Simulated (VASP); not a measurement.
# Fe (P6_3/mmc) in VASP: a series of runs, part 2 of 2

VASP 6.6.1.

### 3 Relaxation of cell and atoms, PBEsol, collinear spin, ferromagnetic start

Contents of INCAR:

```
  PREC = Accurate
  ENCUT = 600
  EDIFF = 1E-7
  ISMEAR = -1
  SIGMA = 0.05
  LREAL = False
  LASPH = True
  NELM = 150
  ALGO = Normal
  ISIF = 3
  LWAVE = False
  LCHARG = False
  ISPIN = 2
  MAGMOM = 3 3
  LORBIT = 11
  LMAXMIX = 4
  GGA = PS
  IBRION = 2
  NSW = 60
  EDIFFG = -0.005
```

Contents of KPOINTS:

```
Automatic mesh
0
Gamma
  10 10 6
```

Contents of POSCAR:

```
Fe
1.0
    2.4341575853      0.0000000000      0.0000000000
   -1.2170787927      2.1080423057      0.0000000000
    0.0000000000      0.0000000000      3.8419344700
Fe
2
Direct
    0.6666666667      0.3333333333      0.7500000000
    0.3333333333      0.6666666667      0.2500000000
```

Potentials or basis: VASP PAW PBE potentials, release 64 (Fe).

On the command line:

```console
cat potpaw_PBE.64/Fe/POTCAR > POTCAR
mpirun -np 1 vasp_std > vasp.out
```

OUTCAR:

```text
PREC = Accurate
   ENCUT = 600
   EDIFF = 1E-7
   ISMEAR = -1
   LREAL = False
   LASPH = True
   NELM = 150
   ISIF = 3
   ISPIN = 2
   LORBIT = 11
   GGA = PS
   IBRION = 2
   NSW = 60
   EDIFFG = -0.005

 ion  position               nearest neighbor table
   1  0.667  0.333  0.750-   2 2.38   2 2.38   2 2.38   2 2.38   2 2.38   2 2.38
   2  0.333  0.667  0.250-   1 2.38   1 2.38   1 2.38   1 2.38   1 2.38   1 2.38

  LATTYP: Found a hexagonal cell.
 ALAT       =     2.4341575853
 C/A-ratio  =     1.5783425417

  Lattice vectors:

 A1 = (   2.4341575853,   0.0000000000,   0.0000000000)
 A2 = (  -1.2170787927,   2.1080423057,   0.0000000000)
 A3 = (   0.0000000000,   0.0000000000,   3.8419344700)

Analysis of symmetry for initial positions (statically):
=====================================================================
 Subroutine PRICEL returns:
 Original cell was already a primitive cell.

 Routine SETGRP: Setting up the symmetry group for a
 hexagonal supercell.

 Subroutine GETGRP returns: Found 24 space group operations
 (whereof 12 operations were pure point group operations)
 out of a pool of 24 trial point group operations.

The static configuration has the point symmetry D_3d.
 The point group associated with its full space group is D_6h.

Analysis of symmetry for dynamics (positions and initial velocities):
=====================================================================
 Subroutine PRICEL returns:
 Original cell was already a primitive cell.

 Routine SETGRP: Setting up the symmetry group for a
 hexagonal supercell.

 Subroutine GETGRP returns: Found 24 space group operations
 (whereof 12 operations were pure point group operations)
 out of a pool of 24 trial point group operations.

The dynamic configuration has the point symmetry D_3d.
 The point group associated with its full space group is D_6h.

Analysis of structural, dynamic, and magnetic symmetry:
=====================================================================
 Subroutine PRICEL returns:
[... 163 lines left out ...]

------------------------ aborting loop because EDIFF is reached ----------------------------------------

  FORCE on cell =-STRESS in cart. coord.  units (eV):
  Direction    XX          YY          ZZ          XY          YZ          ZX
  --------------------------------------------------------------------------------------
  -------------------------------------------------------------------------------------
  Total       -0.1591539     -0.1591539     -0.3375043      0.0000000     -0.0000000      0.0000000
  in kB      -12.9345061    -12.9345061    -27.4291236      0.0000000     -0.0000000      0.0000000
  external PRESSURE =     -17.7660453 kB  Pullay stress =       0.0000000 kB
[... 139 lines left out ...]
 number of electron      15.9999996 magnetization      -0.0000001

 number of electron      15.9999996 magnetization       0.0000002

 Free energy of the ion-electron system (eV)
  ---------------------------------------------------
  ext. energy  EPLUGINS =         0.00000000
  ---------------------------------------------------
  free energy    TOTEN  =       -17.86833516 eV

  energy without entropy =      -17.84527652  energy(sigma->0) =      -17.85680584

 E-fermi :   7.2074     XC(G=0): -14.1802

 val. band max:        7.1225618159   @ k =   0.3000   0.0000   0.1667
 cond. band min:       7.2139694986   @ k =   0.1000   0.1000   0.3333
 fundamental gap:      0.0914076826
 Fermi energy:         7.2073800612

 spin component 1

 k-point     1 :       0.0000    0.0000    0.0000
  band No.  band energies     occupation
      1      -1.9941      1.00000
      2       1.9921      1.00000
      3       5.4393      1.00000
      4       5.4393      1.00000
      5       5.6003      1.00000
      6       5.9447      1.00000
      7       5.9447      1.00000
      8       6.2796      1.00000
      9       6.2796      1.00000
     10       7.7735      0.00001
     11       7.9558      0.00000
     12       7.9558      0.00000
     13      16.4098      0.00000
     14      29.3341      0.00000
[... 403 lines left out ...]
      4       4.1217      1.00000
      5       5.1226      1.00000
      6       6.0493      1.00000
      7       6.2159      1.00000
      8       7.8536      0.00000
      9       8.0550      0.00000
     10       8.1942      0.00000
     11       9.7225      0.00000
     12      12.8337      0.00000
     13      17.4301      0.00000
     14      19.5683      0.00000
     15      21.7858      0.00000

 [... further k-points ...]

 spin component 2

 k-point     1 :       0.0000    0.0000    0.0000
  band No.  band energies     occupation
      1      -1.9941      1.00000
      2       1.9921      1.00000
      3       5.4393      1.00000
      4       5.4393      1.00000
      5       5.6003      1.00000
      6       5.9447      1.00000
      7       5.9447      1.00000
      8       6.2796      1.00000
      9       6.2796      1.00000
     10       7.7735      0.00001
     11       7.9558      0.00000
     12       7.9558      0.00000
     13      16.4098      0.00000
     14      29.3341      0.00000
[... 444 lines left out ...]
  FREE ENERGIE OF THE ION-ELECTRON SYSTEM (eV)
  ---------------------------------------------------
  free  energy   TOTEN  =       -17.8683351579 eV

  energy  without entropy=      -17.8452765228  energy(sigma->0) =      -17.85680584

 reached required accuracy - stopping structural energy minimisation

 total charge

# of ion       s       p       d       tot
------------------------------------------
    1        0.558   0.682   6.381   7.621
    2        0.558   0.682   6.381   7.621
--------------------------------------------------
tot          1.116   1.363  12.763  15.242

 magnetization (x)

# of ion       s       p       d       tot
------------------------------------------
    1       -0.000  -0.000  -0.000  -0.000
    2       -0.000  -0.000  -0.000  -0.000
--------------------------------------------------
tot         -0.000  -0.000  -0.000  -0.000
```

OSZICAR:

```text
N       E                     dE             d eps       ncg     rms          rms(c)
DAV:   1     0.801179482871E+02    0.80118E+02   -0.80364E+03  3464   0.157E+03
DAV:   2    -0.171178057288E+02   -0.97236E+02   -0.89381E+02  3360   0.254E+02
DAV:   3    -0.192139608801E+02   -0.20962E+01   -0.20122E+01  4053   0.544E+01
[... 41 lines left out ...]
       N       E                     dE             d eps       ncg     rms          rms(c)
DAV:   1    -0.178683473199E+02   -0.16283E-04   -0.46575E-04  3738   0.212E-01    0.259E-02
DAV:   2    -0.178683373804E+02    0.99394E-05   -0.17858E-05  4158   0.873E-02    0.963E-03
DAV:   3    -0.178683355246E+02    0.18559E-05   -0.20886E-06  4151   0.250E-02    0.404E-03
DAV:   4    -0.178683351979E+02    0.32662E-06   -0.34522E-07  3603   0.704E-03    0.848E-04
DAV:   5    -0.178683351579E+02    0.40078E-07   -0.41639E-08  1819   0.352E-03
   5 F= -.17868335E+02 E0= -.17856806E+02  d E =-.327763E-04  mag=    -0.0000
```

CONTCAR:

```text
Fe
   1.00000000000000
     2.4319439295511067    0.0000000000000527   -0.0000000000000000
    -1.2159719648254623    2.1061252235861563   -0.0000000000000000
     0.0000000000000000   -0.0000000000000000    3.8275027021060022
  Fe
     2
Direct
     0.6666666667000030    0.3333333332999970    0.7500000000000000
     0.3333333332999970    0.6666666667000030    0.2500000000000000

  0.00000000E+00  0.00000000E+00  0.00000000E+00
  0.00000000E+00  0.00000000E+00  0.00000000E+00
```

Run time: 94 s. Hardware: 1 thread of Intel Xeon Platinum 8259CL at 2.50GHz (Skylake/Cascade Lake), shared host; peak memory 0.17 GiB.

What came out:

* Free energy: -17.8683 eV
* Relaxed volume: 9.80 Å³/atom
* Relaxed cell: a = 2.432 Å, b = 2.432 Å, c = 3.828 Å, α = 90.00°, β = 90.00°, γ = 120.00°
* Space group after relaxing (to 0.05 Å): P6_3/mmc (No. 194)
* Energy gained by relaxing: 0.4 meV/atom
* Ionic steps: 5
* Pressure after relaxing: 0.0 GPa
* Band gap on the k mesh: none (metal or under the smearing width)
* Net moment: 0.00 μB per cell
* Valence electrons inside the program's atomic spheres: Fe 7.62

The path:
| step | energy change (eV) | largest force (eV/Å) | pressure (GPa) | volume (Å³) |
| --- | --- | --- | --- | --- |
| 1 | 0.0000 | 0.0000 | -1.78 | 19.71 |
| 2 | 0.0014 | 0.0000 | 3.41 | 19.40 |
| 3 | -0.0008 | 0.0000 | 0.12 | 19.60 |
| 4 | -0.0008 | 0.0000 | -0.03 | 19.61 |
| 5 | -0.0008 | 0.0000 | 0.01 | 19.60 |

Final structure:
```
Fe
1.0
     2.43194    0.00000    0.00000
    -1.21597    2.10613    0.00000
     0.00000    0.00000    3.82750
Fe
2
Direct
  0.66667 0.33333 0.75000
  0.33333 0.66667 0.25000
```

Caveat: the starting moments collapsed, and a magnetic state may lie lower; the PAW data sets were made with another functional, which shifts forces and pressure a little.
